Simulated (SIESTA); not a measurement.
Crystal: Al2Cu (Khatyrkite).

```
CELL_PARAMETERS angstrom
-3.03350 3.03350 2.43850
3.03350 -3.03350 2.43850
3.03350 3.03350 -2.43850
ATOMIC_POSITIONS crystal
Cu 0.25000 0.25000 0.00000
Cu 0.75000 0.75000 0.00000
Al 0.34190 0.15810 0.50000
Al 0.84190 0.34190 0.18380
Al 0.65810 0.84190 0.50000
Al 0.15810 0.65810 0.81620
```

| Item | Value |
| --- | --- |
| Program | SIESTA 5.4.2 |
| Task | single point |
| Functional | PBEsol |
| Potentials or basis | PseudoDojo 0.4 standard (PBEsol files) |
| Basis | DZP (energy shift 0.003 Ry; two zetas on semicore shells) |
| Grid cutoff | 800 Ry |
| Energy shift | 0.003 Ry |
| k mesh | 7 × 7 × 7 |
| Occupations | fermi-dirac, width 0.05 eV |
| Spin | no spin polarisation |

On this cell: pressure -3.6 GPa; largest force 0.043 eV/Å; band gap on the k mesh none (metal or under the smearing width).

The same run follows on a disturbed copy (atoms moved at random, drawn with an rms of 0.05 Å):

```xyz
6
Lattice="-3.0335 3.0335 2.4385 3.0335 -3.0335 2.4385 3.0335 3.0335 -2.4385" Properties=species:S:1:pos:R:3 pbc="T T T"
Cu   -0.0165    0.0072    1.2431
Cu   -0.0383   -0.0097    3.6074
Al    0.9340    2.0457    0.0486
Al   -0.9042    2.1379    2.4221
Al    2.0531    0.9598    2.3966
Al    4.0425    0.9719    0.0008
```

Problem. What does the disturbed cell give?

Solution. The energy (extrapolated to zero smearing) moves by +10.6 meV/atom; pressure -3.3 GPa; largest force 0.709 eV/Å; band gap on the k mesh none (metal or under the smearing width).

Forces on the atoms (eV/Å):
```
Cu   0.030 -0.207 -0.568
Cu   0.263  0.049  0.657
Al   0.012  0.087 -0.379
Al  -0.359 -0.156  0.056
Al   0.128  0.050  0.281
Al  -0.073  0.176 -0.047
```

Stress tensor (GPa, compression positive):
```
-3.25  0.42  0.39
 0.42 -3.48 -0.31
 0.39 -0.31 -3.16
```

Caveats: short orbitals over semicore shells can move pressures by several GPa; the basis of atomic orbitals isn't converged, which shifts pressures, moduli and gaps.
